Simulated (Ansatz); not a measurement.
**Li2H: balancing the decomposition**

Theory: DFT PBE, scalar-relativistic, plane waves, PAW (Ansatz). All cells share a 420 eV cutoff and Γ-centred k meshes spaced at most about 0.3 Å⁻¹ (about 0.25 or finer for metals, 2π included). No spin polarisation.

Energies over the elements count from the elements' standard structures at the same level (H₂ as a molecule), with no fitted energy shifts.

These are static total energies at zero pressure. With hydrogen, zero-point motion can shift formation energies by some tens of meV/atom.

A trial structure of Li2H (reached from: Mn2As type (P4/nmm), changed on relaxing; relaxed: space group P4/mmm (No. 123), a = 2.852 Å, c = 4.241 Å) has a formation energy of -0.165 eV/atom. At its composition the lowest mixture among the elements and 1 reference phase computed alike (others may be missing) consists of these:

```tsv
phase	source	ΔE_f (eV/atom)
Li (solid)	element	-0.004
LiH (Fm-3m)	textbook type	-0.417
```

The lowest database cell of Li (-0.004) lies slightly below the reference, hence the non-zero entry.

Task: Write the balanced decomposition and find its energy per atom, per formula unit and per mole of formula units.

Result: Balancing Li and H gives Li2H → Li + LiH. The left side holds 3 atoms, and the products take 1/3 (Li) and 2/3 (LiH) of them. The mixture therefore lies at 1/3 × (-0.004) + 2/3 × (-0.417) = -0.279 eV/atom. The reaction energy is -0.279 − (-0.165) = -0.114 eV/atom. Times 3 atoms that is -0.342 eV per Li2H, and times 96.485 it is -33 kJ per mole of Li2H. Decomposition is downhill, so the trial structure is unstable against this mixture.
